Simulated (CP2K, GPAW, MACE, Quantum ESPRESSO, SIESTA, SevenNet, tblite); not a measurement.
# Hcp Mg, size series (64 atoms), the built cell with every atom moved at random

This is the built cell with every atom moved at random. Method: Kohn-Sham DFT, PBE, PseudoDojo 0.4.1 norm-conserving pseudopotentials (converted to PSML), numerical atomic orbitals (TZP), diagonalisation; shift 0.01 Ry; mesh 500 Ry; levels smeared at 580 K; far from plane-wave PBE on this cell, through basis, grid or potentials (SIESTA 5.4.2); Γ point.

Cell vectors (Å):

```
12.836 0.000 0.000
-6.418 11.116 0.000
0.000 0.000 10.422
```

Positions (Å):

```
1 Mg 6.370 11.057 0.078
2 Mg -0.055 1.802 2.589
3 Mg 6.431 11.067 5.244
4 Mg 0.074 1.753 7.920
5 Mg 11.167 2.812 0.055
6 Mg -1.614 4.639 2.538
7 Mg -1.578 2.765 5.084
8 Mg -1.553 4.547 7.662
9 Mg 9.644 5.494 10.320
10 Mg -3.307 7.312 2.596
11 Mg -3.195 5.589 5.227
12 Mg -3.183 7.339 7.893
13 Mg -4.717 8.341 0.099
14 Mg -4.815 10.154 2.625
15 Mg 7.974 8.303 5.317
16 Mg -4.748 10.192 7.818
17 Mg -3.247 11.103 10.392
18 Mg 3.121 1.845 2.563
19 Mg 3.315 0.057 5.251
20 Mg 3.188 1.939 7.879
21 Mg 1.553 2.751 10.383
22 Mg 1.630 4.572 2.654
23 Mg 1.543 2.660 5.198
24 Mg 1.572 4.618 7.734
25 Mg 0.022 5.587 10.356
26 Mg 0.004 7.414 2.657
27 Mg -0.049 5.592 5.147
28 Mg -0.014 7.281 7.830
29 Mg -1.651 8.275 10.395
30 Mg -1.575 10.203 2.681
31 Mg -1.570 8.336 5.158
32 Mg -1.566 10.185 7.766
33 Mg 0.066 11.083 0.093
34 Mg 6.429 1.848 2.644
35 Mg 0.040 11.040 5.221
36 Mg 6.414 1.880 7.711
37 Mg 4.789 2.736 0.027
38 Mg 4.745 4.571 2.712
39 Mg 4.761 2.753 5.090
40 Mg 4.775 4.567 7.675
41 Mg 3.211 5.554 10.362
42 Mg 3.176 7.479 2.543
43 Mg 3.191 5.483 5.201
44 Mg 3.141 7.408 7.793
45 Mg 1.619 8.335 0.072
46 Mg 1.557 10.176 2.556
47 Mg 1.674 8.282 5.192
48 Mg 1.738 10.098 7.861
49 Mg 3.182 11.051 0.028
50 Mg 9.522 1.933 2.641
51 Mg 9.696 0.050 5.172
52 Mg 9.634 1.868 7.763
53 Mg 8.075 2.711 10.376
54 Mg 8.026 4.673 2.601
55 Mg 8.129 2.870 5.272
56 Mg 8.074 4.704 7.916
57 Mg 6.477 5.430 0.050
58 Mg 6.397 7.355 2.516
59 Mg 6.520 5.603 5.203
60 Mg 6.375 7.374 7.793
61 Mg 4.763 8.319 0.142
62 Mg 4.881 10.162 2.523
63 Mg 4.804 8.387 5.264
64 Mg 4.775 10.191 7.784
```

Predict the forces and charges.

Columns: atom, q, fx, fy, fz (forces in eV/Å, q the Hirshfeld charge in e).

```
1 0.00 0.179 0.024 -0.501
2 0.00 0.020 0.083 0.004
3 0.00 0.092 0.080 -0.148
4 0.00 -0.361 0.180 -0.349
5 0.00 0.215 -0.271 -0.318
6 0.00 0.077 0.061 0.064
7 0.00 0.091 0.008 0.358
8 0.00 -0.147 -0.030 0.382
9 0.00 0.122 0.082 0.442
10 0.00 0.408 0.350 0.145
11 0.00 0.085 -0.020 -0.046
12 0.00 -0.045 0.294 -0.365
13 0.00 -0.440 -0.149 -0.577
14 0.00 0.108 0.011 0.210
15 0.00 0.264 0.181 -0.417
16 0.00 -0.143 -0.165 0.171
17 0.00 0.168 0.055 0.126
18 0.00 0.169 -0.214 -0.045
19 0.00 -0.373 -0.247 -0.060
20 -0.01 0.127 -0.328 -0.284
21 0.00 0.089 0.187 0.300
22 0.00 -0.299 0.186 -0.337
23 0.00 0.059 0.294 0.205
24 0.00 0.067 -0.108 0.131
25 0.00 0.022 -0.226 0.268
26 0.00 -0.095 -0.055 -0.362
27 0.00 0.173 -0.285 0.093
28 0.00 0.050 0.456 -0.220
29 0.00 0.312 0.220 0.275
30 0.00 -0.247 -0.058 -0.364
31 0.00 -0.220 -0.039 0.339
32 0.01 0.045 -0.107 0.272
33 0.00 -0.318 0.094 -0.517
34 0.00 -0.036 0.073 -0.060
35 0.00 0.234 0.268 -0.034
36 0.00 0.017 -0.102 0.311
37 0.00 0.119 0.011 -0.122
38 0.00 0.317 0.315 -0.535
39 0.00 0.246 -0.054 0.470
40 0.00 0.199 0.262 0.393
41 0.00 0.002 -0.112 0.043
42 0.00 0.138 -0.403 0.514
43 0.00 0.000 0.289 0.008
44 -0.01 0.300 -0.246 0.272
45 -0.01 -0.259 -0.180 -0.414
46 0.00 0.284 0.095 0.428
47 0.00 -0.164 0.172 0.077
48 0.00 -0.539 0.251 -0.089
49 0.00 0.207 0.269 -0.182
50 0.00 0.249 -0.354 -0.213
51 0.00 -0.193 -0.160 -0.097
52 0.00 0.133 -0.154 0.208
53 -0.01 -0.270 0.068 0.081
54 0.00 -0.145 -0.313 -0.007
55 0.01 -0.416 -0.145 -0.127
56 0.00 -0.197 -0.379 -0.463
57 0.00 -0.309 0.228 -0.213
58 0.00 -0.095 0.032 0.637
59 0.00 -0.425 -0.175 -0.051
60 0.01 -0.007 0.112 0.588
61 0.00 0.280 -0.149 -1.026
62 0.00 -0.335 0.113 0.730
63 0.00 0.027 -0.313 -0.480
64 0.00 0.294 -0.041 0.440
```

Only the Γ point is sampled, in a cell whose shortest periodic width is 10 Å.

The r.m.s. force component is 0.266 eV/Å; the longest force, 1.07 eV/Å, acts on Mg61.

[Logs are printed without paths, hosts, clocks, repeated set-up lines and the standing remarks that a program may print on its own settings, such as how far it seeks lower states.]

[Hosts, paths, dates, database ids (printed as entryN), source tags and the programs' standing remarks are cut or masked in the printed files.]
